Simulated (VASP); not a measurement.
VASP 6.6.1, PBEsol relaxation of cell and atoms, GaN (zincblende)

INCAR

```
IBRION = 2
ENCUT = 600
LWAVE = .FALSE.
ISMEAR = -1
NBANDS = 16
EDIFFG = -5E-3
NELM = 120
EDIFF = 1E-7
PREC = Accurate
GGA = PS
NSW = 40
ISIF = 3
SIGMA = 0.02
LASPH = .TRUE.
LCHARG = .FALSE.
LREAL = .FALSE.
```

KPOINTS

```
KPOINTS created by Atomic Simulation Environment
0
Gamma
8 8 8
0 0 0
```

POSCAR

```
Ga N
 1.0000000000000000
     0.0000000000000000    2.2741788659219644    2.2741788659219644
     2.2741788659219644    0.0000000000000000    2.2741788659219644
     2.2741788659219644    2.2741788659219644    0.0000000000000000
 Ga  N
   1   1
Cartesian
  0.0000000000000000  0.0000000000000000  0.0000000000000000
  1.1370894329609822  1.1370894329609822  1.1370894329609822
```

VASP ran with the recommended PBE PAW datasets (18 valence electrons in the cell).

Command

```
mpirun -np 1 vasp_std
```

From OUTCAR

```
k-points           NKPTS =     29   k-points in BZ     NKDIM =     29   number of bands    NBANDS=     16

   NELECT =      18.0000    total number of electrons

   dimension x,y,z NGX =    28 NGY =   28 NGZ =   28
   dimension x,y,z NGXF=    56 NGYF=   56 NGZF=   56

  energy-cutoff  :      600.00
  volume of cell :       22.71
      direct lattice vectors                 reciprocal lattice vectors
     0.000000000  2.247535690  2.247535690    -0.222465878  0.222465878  0.222465878
     2.247535690  0.000000000  2.247535690     0.222465878 -0.222465878  0.222465878
     2.247535690  2.247535690  0.000000000     0.222465878  0.222465878 -0.222465878

 k-points in reciprocal lattice and weights: KPOINTS created by Atomic Simulation Env
   0.00000000  0.00000000  0.00000000       0.002
   0.12500000  0.00000000  0.00000000       0.016
   0.25000000  0.00000000  0.00000000       0.016
   0.37500000  0.00000000  0.00000000       0.016
   0.50000000  0.00000000  0.00000000       0.008
   0.12500000  0.12500000  0.00000000       0.012
   0.25000000  0.12500000  0.00000000       0.047
   0.37500000  0.12500000  0.00000000       0.047
   ...

 E-fermi :   5.6788

 k-point     1 :       0.0000    0.0000    0.0000
  band No.  band energies     occupation
      1     -10.7646      2.00000
      2      -8.1745      2.00000
      3      -8.1745      2.00000
      4      -8.1745      2.00000
      5      -7.8411      2.00000
      6      -7.8411      2.00000
      7       5.2369      2.00000
      8       5.2369      2.00000
      9       5.2369      2.00000
     10       6.9705      0.00000
     11      15.4887      0.00000
     12      15.4887      0.00000
     13      15.4887      0.00000
     14      22.7266      0.00000
     15      23.9885      0.00000
     16      23.9885      0.00000

 k-point     2 :       0.1250    0.0000    0.0000
  band No.  band energies     occupation
      1     -10.5893      2.00000
      2      -8.1531      2.00000
      3      -8.1531      2.00000
      4      -8.1134      2.00000
      5      -7.8429      2.00000
      6      -7.8429      2.00000
      7       3.6977      2.00000
      8       5.0711      2.00000
      9       5.0711      2.00000
     10       8.1167      0.00000
     11      14.7754      0.00000
     12      15.7314      0.00000
     13      15.7314      0.00000
     14      22.3850      0.00000
     15      22.4136      0.00000
     16      22.4136      0.00000

 k-point     3 :       0.2500    0.0000    0.0000
  band No.  band energies     occupation
      1     -10.1926      2.00000
      2      -8.1112      2.00000
      3      -8.1112      2.00000
      4      -7.8364      2.00000
      5      -7.8364      2.00000
      6      -7.8196      2.00000
      7       1.3372      2.00000
      8       4.7047      2.00000
      9       4.7047      2.00000
     10       9.2949      0.00000
     11      13.9587      0.00000
     12      15.9546      0.00000
     13      15.9546      0.00000
     14      21.1166      0.00000
     15      22.0320      0.00000
     16      22.0320      0.00000

 k-point     4 :       0.3750    0.0000    0.0000
  band No.  band energies     occupation
      1      -9.8860      2.00000
      2      -8.0877      2.00000
      3      -8.0877      2.00000
      4      -7.8098      2.00000
      5      -7.8098      2.00000
      6      -7.1272      2.00000
      7      -0.8664      2.00000
      8       4.3756      2.00000
      9       4.3756      2.00000
     10       9.7798      0.00000
     11      13.8362      0.00000
     12      15.7169      0.00000
     13      15.7169      0.00000
     14      20.6865      0.00000
     15      23.4626      0.00000
     16      23.4626      0.00000

 k-point     5 :       0.5000    0.0000    0.0000
  band No.  band energies     occupation
      1      -9.7960      2.00000
      2      -8.0836      2.00000
      3      -8.0836      2.00000
      4      -7.7925      2.00000
      5      -7.7925      2.00000
      6      -6.5903      2.00000
      7      -1.9296      2.00000
      8       4.2479      2.00000
      9       4.2479      2.00000
     10       9.8535      0.00000
     11      13.9083      0.00000
     12      15.5416      0.00000
     13      15.5416      0.00000
     14      20.7389      0.00000
     15      24.8662      0.00000
     16      24.8662      0.00000

 k-point     6 :       0.1250    0.1250    0.0000
  band No.  band energies     occupation
      1     -10.5320      2.00000
      2      -8.1332      2.00000
      3      -8.1332      2.00000
      4      -8.1204      2.00000
      5      -7.8557      2.00000
      6      -7.8295      2.00000
      7       3.7513      2.00000
      8       4.7481      2.00000
      9       4.7481      2.00000
     10       8.4842      0.00000
     11      14.2771      0.00000
     12      15.9933      0.00000
     13      15.9933      0.00000
     14      19.6996      0.00000
     15      24.8273      0.00000
     16      25.0868      0.00000

 k-point     7 :       0.2500    0.1250    0.0000
  band No.  band energies     occupation
      1     -10.2129      2.00000
      2      -8.1065      2.00000
      3      -8.0866      2.00000
      4      -7.9605      2.00000
      5      -7.8170      2.00000
      6      -7.8053      2.00000
      7       2.0345      2.00000
      8       4.2891      2.00000
      9       4.3820      2.00000
     10       9.5479      0.00000
     11      13.5410      0.00000
     12      15.8261      0.00000
     13      16.4198      0.00000
     14      19.0315      0.00000
     15      23.9799      0.00000
     16      24.2690      0.00000

 k-point     8 :       0.3750    0.1250    0.0000
  band No.  band energies     occupation
      1      -9.8940      2.00000
      2      -8.0841      2.00000
      3      -8.0552      2.00000
      4      -7.8837      2.00000
      5      -7.7972      2.00000
      6      -7.2646      2.00000
      7      -0.0870      2.00000
      8       3.8605      2.00000
      9       3.9709      2.00000
     10      10.3353      0.00000
     11      13.2935      0.00000
     12      15.2764      0.00000
     13      16.3860      0.00000
     14      20.2281      0.00000
     15      23.3555      0.00000
     16      24.8435      0.00000

 k-point     9 :       0.5000    0.1250    0.0000
  band No.  band energies     occupation
      1      -9.7604      2.00000
      2      -8.0803      2.00000
      3      -8.0497      2.00000
      4      -7.8366      2.00000
      5      -7.7910      2.00000
      6      -6.5488      2.00000
      7      -1.5808      2.00000
      8       3.3998      2.00000
      9       3.9452      2.00000
     10      10.6702      0.00000
     11      13.0507      0.00000
     12      15.5028      0.00000
     13      16.0982      0.00000
     14      21.3429      0.00000
     15      23.8787      0.00000
     16      25.2377      0.00000

 k-point    10 :      -0.3750    0.1250    0.0000
  band No.  band energies     occupation
      1      -9.7869      2.00000
      2      -8.0796      2.00000
      3      -8.0563      2.00000
      4      -7.8202      2.00000
      5      -7.8199      2.00000
      6      -6.7351      2.00000
      7      -1.2269      2.00000
      8       3.2227      2.00000
      9       4.2165      2.00000
     10      10.7231      0.00000
     11      13.1536      0.00000
     12      15.3493      0.00000
     13      16.0271      0.00000
     14      21.9381      0.00000
     15      23.0076      0.00000
     16      24.6144      0.00000

 k-point    11 :      -0.2500    0.1250    0.0000
  band No.  band energies     occupation
      1      -9.9881      2.00000
      2      -8.0869      2.00000
      3      -8.0813      2.00000
      4      -7.8555      2.00000
      5      -7.8461      2.00000
      6      -7.4847      2.00000
      7       0.5871      2.00000
      8       3.4534      2.00000
      9       4.6552      2.00000
     10      10.2763      0.00000
     11      13.6544      0.00000
     12      15.0831      0.00000
     13      16.1791      0.00000
     14      20.9367      0.00000
     15      22.0155      0.00000
     16      24.5369      0.00000

 k-point    12 :      -0.1250    0.1250    0.0000
  band No.  band energies     occupation
      1     -10.3405      2.00000
      2      -8.1273      2.00000
      3      -8.1170      2.00000
      4      -7.9899      2.00000
      5      -7.8585      2.00000
      6      -7.8150      2.00000
      7       2.5225      2.00000
      8       4.1871      2.00000
      9       5.0243      2.00000
     10       9.1609      0.00000
     11      14.1790      0.00000
     12      15.6132      0.00000
     13      16.0045      0.00000
     14      20.7107      0.00000
     15      21.5836      0.00000
     16      24.4680      0.00000

 ...

  Total       -0.0039748     -0.0039748     -0.0039748      0.0000000      0.0000000      0.0000000
  in kB       -0.2804651     -0.2804651     -0.2804651      0.0000000      0.0000000      0.0000000
  external PRESSURE =      -0.2804651 kB  Pullay stress =       0.0000000 kB

 POSITION                                       TOTAL-FORCE (eV/Angst)
 -----------------------------------------------------------------------------------
      0.00000      0.00000      0.00000         0.000000      0.000000      0.000000
      1.12377      1.12377      1.12377        -0.000000     -0.000000     -0.000000
 -----------------------------------------------------------------------------------
    total drift:                                0.000000      0.000000      0.000000

  FREE ENERGIE OF THE ION-ELECTRON SYSTEM (eV)
  ---------------------------------------------------
  free  energy   TOTEN  =       -13.1238230393 eV

  energy  without entropy=      -13.1238230393  energy(sigma->0) =      -13.12382304
```

CONTCAR

```
Ga N
   1.00000000000000
     0.0000000000000000    2.2475356903426924    2.2475356903426924
     2.2475356903426924    0.0000000000000000    2.2475356903426924
     2.2475356903426924    2.2475356903426924    0.0000000000000000
  Ga              N
     1     1
Direct
     0.0000000000000000    0.0000000000000000    0.0000000000000000
     0.2500000000000000    0.2500000000000000    0.2500000000000000

  0.00000000E+00  0.00000000E+00  0.00000000E+00
  0.00000000E+00  0.00000000E+00  0.00000000E+00
```

```
relaxed cell vector lengths : 3.178, 3.178, 3.178 Å
relaxed cell volume         : 22.71 Å³
```

The run was restarted once from its relaxed cell; OSZICAR and OUTCAR are the second run's.

The run (the restart alone) took about 7.5 s on one core of a shared host (Intel Xeon 6975P-C) and held 0.16 GiB at most.
